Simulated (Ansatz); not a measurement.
# CdO (Monteponite) (Fm-3m) in Ansatz: further runs

Runs on CdO (Monteponite). Level: PBE. Tasks: single point.

All numbers are computed with Ansatz 0.2.0; they aren't measurements. Logs are shortened: lines on timing, memory, paths and dates and some standing lists are left out, and cuts for length are marked.

## Step 1: The structure

The structure is cubic, space group Fm-3m (No. 225). The conventional cell has a = 4.699 Å, b = 4.699 Å, c = 4.699 Å, α = 90.00°, β = 90.00°, γ = 90.00°. Around Cd (site symmetry m-3m) lie 6 O at 2.35 Å. O (site symmetry m-3m) is surrounded by 6 Cd at 2.35 Å.

## Step 2: Single point, PBE

input.yaml reads:

```yaml
crystal:
  lattice:
    - [0.0, 2.3495, 2.3495]
    - [2.3495, 0.0, 2.3495]
    - [2.3495, 2.3495, 0.0]
  atoms:
    - { symbol: Cd, position: [0.0, 0.0, 0.0] }
    - { symbol: O, position: [0.5, 0.5, 0.5] }
kpoints:
  mp_grid: { grid: [10, 10, 10] }
scf:
  occupations: { method: gaussian, width: 0.028 }
hamiltonian:
  xc: pbe
  pseudopotentials: { kind: all_electron, lapw: { basis_error: 0.001 } }
output:
  forces: true
  stress: true
  eigenvalues: true
```

Potentials or basis: all-electron LAPW, scalar-relativistic.

Command:

```sh
$ ansatz run input.yaml --threads 1 --pin off --max-ram 3072MiB --backend cpu --events-out ev --progress --plain --runs-dir out
```

Output:

```text
Warning: RAYON_NUM_THREADS=1 ignored (pool sized by the plan → 1); use --threads N
LAPW: plane waves up to 8.958 Å⁻¹, error target 1.0e-3 eV per atom; small_component_spin mean_spin; O in spheres of 1.047 Å, 8 of its electrons in bands, Dirac shells []; Cd in spheres of 1.303 Å, 30 of its electrons in bands, Dirac shells [] (how accurate: hamiltonian.pseudopotentials.lapw.basis_error, Limitations)
Engine: ansatz 0.2.0, aarch64-unknown-linux-gnu
Pseudopotentials: kind: all_electron
Pseudopotential: Cd, LAPW, valence charge 30, lapw/all_electron/scalar/gaussian/Cd, Koelling and Harmon's equation, gaussian nucleus
Pseudopotential: O, LAPW, valence charge 8, lapw/all_electron/scalar/gaussian/O, Koelling and Harmon's equation, gaussian nucleus
Functional definition: PBE
  parameter kappa = 0.804
  parameter beta = 0.06672455060314922
  exchange = pbe_x(kappa = kappa, mu = beta*pi^2/3)
  correlation = pbe_c(beta = beta)
Crystal: 2 atoms, lattice volume = 25.939 Å³
Basis set: ecut = 305.74926347618987 eV, 331 PW (Γ), exchange–correlation at level 2
Bands: 23, of which v1, the nominal top of the filled ones, is band 19 counted from 1 (18 counted from 0)
Symmetry: 48 space group operations
Space group: Fm-3m (ITA 225), of the structure as read, at distance tolerance 3.0e-5 Å
k-points: 47 of 1000
Non-local potential: Cd, projectors of the file, none
Non-local potential: O, projectors of the file, none
Initial density: superposition of atomic densities (chi_scale 0.1, normalization cell, long waves kept (reshape's long-wave potential 0.00 eV rms))
Initial wavefunctions: plane waves of lowest kinetic energy (no species holds an atomic orbital)
Functional: x = pbe(κ = 0.804, μ = 0.2195149727645171), c = pbe(β = 0.06672455060314922)
iter 1 solved again at ethr=8.69e-3 eV; its pass at ethr=1.00e-1 eV (dr2=3.30e0 eV) is discarded
SCF iter   1: F=—  HF=-154285.152627 eV  |F-HF|=—  |Δ(HF+E_count)|=         —  Δρ=9.64e-2  dr2=3.30e0  ethr=8.69e-3  ⟨swp⟩=2.0  Hψ=6311  notcnv=0
preconditioner: auto → none  [insulator: Δε(μ)=1.130 eV  Ē_g=15.575 eV  σ=0.028 eV  W_gap=1.00  n_scr=14 (ndim 8)  ℏωp=30.9 eV  f_vac=0.003  D(μ)=0.00/eV (n_scr^D=0)  ε∞_Penn≈4.9]
SCF iter   2: F=—  HF=-154284.347983 eV  |F-HF|=—  |Δ(HF+E_count)|=   8.05e-1  Δρ=4.79e-2  dr2=6.65e-1  ethr=8.69e-3  ⟨swp⟩=3.0  Hψ=3246  notcnv=0
SCF iter   3: F=—  HF=-154283.373255 eV  |F-HF|=—  |Δ(HF+E_count)|=   9.75e-1  Δρ=1.48e-2  dr2=8.11e-2  ethr=1.75e-3  ⟨swp⟩=3.0  Hψ=3478  notcnv=0
iter 4 solved again at ethr=6.99e-6 eV; its pass at ethr=2.13e-4 eV (dr2=2.66e-3 eV) is discarded
SCF iter   4: F=—  HF=-154283.360377 eV  |F-HF|=—  |Δ(HF+E_count)|=   1.29e-2  Δρ=2.69e-3  dr2=2.66e-3  ethr=6.99e-6  ⟨swp⟩=2.0  Hψ=5500  notcnv=0
SCF iter   5: F=—  HF=-154283.356358 eV  |F-HF|=—  |Δ(HF+E_count)|=   4.02e-3  Δρ=1.53e-3  dr2=8.34e-4  ethr=6.99e-6  ⟨swp⟩=2.0  Hψ=3103  notcnv=0
SCF iter   6: F=—  HF=-154283.355930 eV  |F-HF|=—  |Δ(HF+E_count)|=   4.28e-4  Δρ=2.06e-4  dr2=1.41e-5  ethr=2.20e-6  ⟨swp⟩=2.0  Hψ=3103  notcnv=0
SCF iter   7: F=-154283.355933 eV  HF=-154283.355933 eV  |F-HF|=5.64e-8  |Δ(HF+E_count)|=   3.21e-6  Δρ=1.32e-5  dr2=3.88e-8  ethr=3.71e-8  ⟨swp⟩=2.0  Hψ=3103  notcnv=0
SCF 1 converged in 7 iterations: F = -154283.355933 eV  dr2 = 3.88e-8
SCF converged after 7 iterations
Free energy (F): -154283.355933 eV
Harris-Foulkes:  -154283.355933 eV  (|F-HF|=5.64e-8)
Internal energy: -154283.355866 eV  (E = F + TS)
E sigma→0 (E₀):  -154283.355900 eV
Entropy (-TS):   -0.000067 eV (-0.034 meV/atom)
Fermi energy:    13.695878 eV
--- Per-component energies (eV) ---
  E_band       = -5048.837325
  E_kinetic    = 161522.506795
  E_xc         = -4443.475220
  E_electrostatic = -311362.387442  (all electrons and nuclei)
  E_smearing   = -0.000067  (= −TS)
  E_closure    = 0.000000  (closes the sum)
  E_atoms      = -154275.600110  (free atoms, spherical and without spin; not in F)
  Σ components = -154283.355933   (vs F -154283.355933, Δ=0.00e0)
  Basis errors (estimates in eV, not in F): energy 3.7e-4 per atom: plane waves 3.3e-4 (1.8e-4 summed), levels above the bands 0.0e0, relativity 1.1e-7, radial functions 3.8e-5, core shells 4.0e-8; eigenvalues (radial functions only) 6.3e-5; not estimated: angular momenta, meshes, grids; target (lapw.basis_error) 1.0e-3; muffin-tin radii O 1.047 Å, Cd 1.303 Å
--- Forces (eV/Å), atoms counted from 1 ---
  atom   1  Cd    -0.00000000    -0.00000000     0.00000000
  atom   2  O      0.00000000    -0.00000000     0.00000000
  max |Σ_I F_I| component: 1.91e-30 eV/Å
--- Stress (GPa, compression-positive) ---
        6.078411      -0.000000       0.000000
       -0.000000       6.078411      -0.000000
        0.000000      -0.000000       6.078411
  P = ⅓ Tr σ = 6.0784 GPa (60.784 kbar)
--- Band table (eV; the first three rows and the last of 47) ---
  k-point 0: bands = ["-491.0023", "-374.0296", "-374.0296", "-374.0296", "-374.0195", "-374.0195", "-86.7444", "-47.8334", "-47.8334", "-47.8334", "-3.6826", "6.9676", "6.9676", "6.9676", "7.2712", "7.2712", "12.3128", "12.3128", "12.3128", "13.2664", "28.1962", "30.7062", "30.7062"]
  k-point 1: bands = ["-491.0023", "-374.0296", "-374.0296", "-374.0296", "-374.0195", "-374.0195", "-86.7443", "-47.8350", "-47.8337", "-47.8337", "-3.6138", "6.9271", "6.9840", "6.9840", "7.2039", "7.2039", "11.4439", "12.4533", "12.4533", "14.2839", "27.1538", "29.8588", "29.8588"]
  k-point 2: bands = ["-491.0023", "-374.0296", "-374.0296", "-374.0296", "-374.0195", "-374.0195", "-86.7441", "-47.8392", "-47.8343", "-47.8343", "-3.4278", "6.7735", "6.8677", "6.8677", "7.2087", "7.2087", "10.5330", "12.8057", "12.8057", "15.6573", "24.9474", "28.3133", "28.3133"]
  k-point 46: bands = ["-491.0023", "-374.0296", "-374.0296", "-374.0296", "-374.0195", "-374.0195", "-86.7431", "-47.8460", "-47.8432", "-47.8401", "-2.9480", "6.7120", "6.8467", "7.0062", "7.6582", "7.8665", "10.3785", "10.9422", "11.7745", "19.4187", "22.3878", "22.9128", "24.7553"]
```

Run time: 8.3 s. Hardware: 1 thread of Arm Neoverse V1, shared host; peak memory 0.31 GiB.

Results:

```
Free energy            : -154283.3559 eV
Pressure               : 6.1 GPa
Band gap on the k mesh : none (metal or under the smearing width)
```

Caveat: this crystal is a semiconductor, whose small gap the functional closes, so the metal is an error of the method.

## Step 3: Single point, PBE

Edit input.yaml of step 2 so:

```diff
@@ -11,3 +11,3 @@
 scf:
-  occupations: { method: gaussian, width: 0.028 }
+  occupations: { method: gaussian, width: 0.021 }
 hamiltonian:
```

Potentials or basis: all-electron LAPW, scalar-relativistic.

Command:

```sh
$ ansatz run input.yaml --threads 1 --pin off --max-ram 3072MiB --backend cpu --events-out ev --progress --plain --runs-dir out
```

Run time: 8.2 s. Hardware: 1 thread of Arm Neoverse V1, shared host; peak memory 0.31 GiB.

The run converged. Its results:

```
Free energy            : -154283.3559 eV
Pressure               : 6.1 GPa
Band gap on the k mesh : none (metal or under the smearing width)
```

Levels at points of the mesh, in eV from the Fermi level:
| k point | band 17 | band 18 | band 19 | band 20 | band 21 | band 22 |
| --- | --- | --- | --- | --- | --- | --- |
| (0.00, 0.00, 0.00) | -1.38 | -1.38 | -1.38 | -0.42 | 14.51 | 17.02 |
| (0.00, 0.00, -0.50) | -3.82 | -0.02 | -0.02 | 4.42 | 7.31 | 11.87 |
| (0.00, -0.50, -0.50) | -4.33 | -2.33 | -2.33 | 3.90 | 8.51 | 11.22 |

Caveat: this crystal is a semiconductor, whose small gap the functional closes, so the metal is an error of the method.

## Step 4: Single point, PBE

Edit input.yaml of step 3 so:

```diff
@@ -11,3 +11,3 @@
 scf:
-  occupations: { method: gaussian, width: 0.021 }
+  occupations: { method: gaussian, width: 0.03 }
 hamiltonian:
```

Command:

```sh
$ ansatz run input.yaml --threads 1 --pin off --max-ram 3072MiB --backend cpu --events-out ev --progress --plain --runs-dir out
```

Run time: 8.3 s. Hardware: 1 thread of Arm Neoverse V1, shared host; peak memory 0.31 GiB.

It converged, with:

| Quantity | Value |
| --- | --- |
| Free energy | -154283.3559 eV |
| Pressure | 6.1 GPa |
| Band gap on the k mesh | none (metal or under the smearing width) |

Levels at points of the mesh, in eV from the Fermi level:
```
             k point  band 17  band 18  band 19  band 20  band 21  band 22
  (0.00, 0.00, 0.00)    -1.38    -1.38    -1.38    -0.43    14.50    17.01
 (0.00, 0.00, -0.50)    -3.83    -0.02    -0.02     4.41     7.30    11.86
(0.00, -0.50, -0.50)    -4.34    -2.34    -2.34     3.89     8.50    11.21
```

Caveat: this crystal is a semiconductor, whose small gap the functional closes, so the metal is an error of the method.

## Step 5: Overview

| smearing | gap on the mesh (eV) | pressure (GPa) |
| --- | --- | --- |
| gaussian 0.028 eV | none | 6.1 |
| gaussian 0.021 eV | none | 6.1 |
| gaussian 0.03 eV | none | 6.1 |

Alike in all rows: task single point; level PBE; potentials or basis all-electron LAPW, scalar-relativistic; no spin polarisation; cell as given; k mesh 10 × 10 × 10; cutoff (eV) 306; basis error allowed 0.001 eV/atom.

Every run on the cell as given and a fine mesh finds a metal.

Caveats: this crystal is a semiconductor, whose small gap the functional closes, so the metal is an error of the method.

Compare energies only between runs with the same functional and basis.
